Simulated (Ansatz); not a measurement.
# Al₂O₃: the gap against volume

Al₂O₃, R-3c, a = 4.809 Å, c = 13.123 Å. Ansatz: PBE, PAW, 420 eV, Γ-centred 6×6×6 mesh on 10 atoms, Gaussian smearing 0.02 eV; no spin polarisation. Shape and atoms are relaxed at each volume; x = ln(V/V0) with V0 = 8.760 Å³/atom. The gap is read at the mesh points alone.

```
      x gap y (eV)
-0.1278       7.435
-0.0943       7.008
-0.0619       6.601
-0.0305           ?
 0.0000       5.851
 0.0296       5.501
 0.0583       5.163
 0.0953       4.725
```

Q: Fit a straight line to the other rows, give the volume deformation potential of the gap and its pressure coefficient, and predict the missing gap. B0 = 229.8 GPa.

A: Means x = -0.01440, y = 6.0406; Σ(Δx)² = 0.04096, ΣΔxΔy = -0.4966; the slope is their ratio. y = 5.8660 − 12.124 x. The slope is the deformation potential a = dE_g/d ln V = -12.12 eV, and dE_g/dP = −a/B0 = 52.8 meV/GPa. At x = -0.0305 the fit asked for gives 6.236 eV. The run gave 6.217 eV, so the fit is 0.019 eV too high, within twice the rms miss on the fitted rows (0.013 eV).

Semilocal functionals give gaps under the measured ones; changes of the gap mostly carry over better.